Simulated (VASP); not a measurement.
Write the native input for VASP 6.6.1 that does the following.

```yaml
Task: single point
Functional: PBE
Potentials_or_basis: VASP PAW PBE potentials, release 64 (Ir)
Cutoff: 520 eV
k_mesh: 9 × 9 × 9
Occupations: gaussian, width 0.1 eV
Spin: no spin polarisation
Dipole_correction: no
Further_INCAR_settings: ALGO = Fast; EDIFF = 1e-06; NBANDS = 20
```

The structure of Ir lies in POSCAR:

```
Ir
1.0
    1.2992976264      0.7501498344      6.0960217112
   -1.2992976264      0.7501498344      6.0960217112
    0.0000000000     -1.5002996688      6.0960217112
Ir
3
Direct
    0.0000000000      0.0000000000      0.0000000000
    0.2240022373      0.2240022373      0.2240022373
    0.7759977627      0.7759977627      0.7759977627
```

This isn't the form of Ir at room conditions, which is fcc.

The cell isn't the ideal one: Re replaced by Ir, lengths x 0.960, strained and moved within the space group.

The input as run:

INCAR

```
PREC     = Accurate       # precision mode
ENCUT    = 520            # plane-wave cutoff, eV
EDIFF    = 1E-6           # SCF threshold, eV
ISMEAR   = 0              # smearing method
SIGMA    = 0.1            # smearing width, eV
LREAL    = False          # projectors in reciprocal space
LASPH    = True           # aspherical terms in the spheres
NELM     = 100            # most SCF steps
ALGO     = Fast           # electronic algorithm
ISIF     = 2              # what is computed and relaxed
LWAVE    = False          # write WAVECAR
LCHARG   = False          # write CHGCAR
GGA      = PE             # functional
NBANDS   = 20             # bands
```

KPOINTS

```
Automatic mesh
0
Gamma
  9 9 9
```

Potentials or basis: VASP PAW PBE potentials, release 64 (Ir).

The run is started by

```sh
$ cat potpaw_PBE.64/Ir/POTCAR > POTCAR
$ mpirun -np 1 vasp_std > vasp.out
```

It gave:

```json
{
 "Pressure": "120.0 GPa",
 "Largest force": "1.747 eV/Å",
 "Band gap on the k mesh": "none (metal or under the smearing width)"
}
```

Caveat: the cell as given lies far from equilibrium; so large a pressure means that the cell lies far from this level's equilibrium, or that cutoff or potentials fall short; forces of over 1 eV/Å show positions far from the minimum, so gaps and moduli don't describe the material at rest.

Wall time 5.2 min on 1 thread of Intel(R) Xeon(R) Platinum 8259CL CPU @ 2.50GHz (Skylake/Cascade Lake), with other jobs on the host, peak memory 0.35 GiB.
